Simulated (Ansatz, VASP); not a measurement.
**Si2W: VASP beside Ansatz**

```
Si W
1.0
    -1.60690    1.60690    3.91495
     1.60690   -1.60690    3.91495
     1.60690    1.60690   -3.91495
Si W
2 1
Direct
  0.38429 0.38429 0.00000
  0.61571 0.61571 0.00000
  0.00000 0.00000 0.00000
```

Change from the starting cell: shortest bond scaled by 0.7, LAPW.

Alike in both runs: task single point; functional PBEsol; k mesh 13 × 13 × 13; occupations fermi-dirac, width 0.05 eV; no spin polarisation.

```csv
,VASP,Ansatz
version,VASP 6.6.1,Ansatz 0.2.0
potentials or method,"VASP PAW PBE potentials, release 64 (Si, W_sv), cutoff 520 eV","all-electron LAPW, scalar-relativistic"
```

|  | VASP | Ansatz | Ansatz less VASP |
| --- | --- | --- | --- |
| pressure (GPa) | 48.6 | 48.0 | -0.58 |
| largest component of the traceless stress (GPa) | 50.92 | 51.39 | +0.466 |
| rms of the force components (eV/Å) | 8.562 | 8.559 | -0.0029 |

Atom by atom the forces differ by 0.003 eV/Å (rms over components). Ansatz ran all-electron here, so the differences hold the error of VASP's frozen core and of both bases.

Caveats: so large a pressure means that the cell lies far from this level's equilibrium, or that cutoff or potentials fall short (VASP); the potentials were made for another functional, which shifts forces and pressure (VASP). Spin-orbit coupling is left out, which matters for the levels of W.
